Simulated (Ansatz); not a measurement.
# TaN under strain: Coordination and Ta-181 quadrupole coupling

Cell: an entry of the Crystallography Open Database (COD), relaxed with PBE at fixed cell and then changed (z compressed by 1 %, ions relaxed).

```xyz
6
Lattice="5.1960 0.0000 0.0000 -2.5980 4.4999 0.0000 0.0000 0.0000 2.8819" Properties=species:S:1:pos:R:3 pbc="T T T"
Ta    0.0000    2.9999    1.4409
Ta    2.5980    1.5000    1.4409
Ta    0.0000    0.0000    0.0000
N     2.0430    0.0000    0.0000
N     1.5765    2.7306    0.0000
N    -1.0215    1.7693    0.0000
```

Sites (sets of like atoms) are named by element and the number of their first atom in this list.

Method: Kohn–Sham DFT in Ansatz, PBE, plane waves and PAW, scalar-relativistic, collinear spin, 420 eV cutoff, Γ-centred 10×10×16 k-points, Fermi–Dirac smearing 0.05 eV. Start moments as typed (μB): 2 on each Ta, none on the rest.

Q(Ta-181) = 3170 mb.

(1) Rank these Ta sites by |C_Q|, smallest first.
A. Ta3: 3 N at 2.04 Å; also 3 N at 3.15 Å
B. Ta1: 6 N at 2.15 Å

## Answers

(1) A (906 MHz, η = 0.00), B (1602 MHz, η = 0.00).

An axis of threefold or higher order runs through Ta3 and Ta1, so V_zz lies along it and η is zero.

With no gap above 0.1 eV, as in a metal, the gradients converge slowly in k; expect changes of a tenth or more on a denser mesh. Without spin–orbit coupling the gradients at and beside Ta can be off by some per cent, at some sites by more. With these PAW files V_zz is typically within 2 to 3 % of all-electron values, but misses above 10 % occur on Ta. At this changed cell the PBE pressure is 8 GPa. The start moments die out, and the run ends without spin.
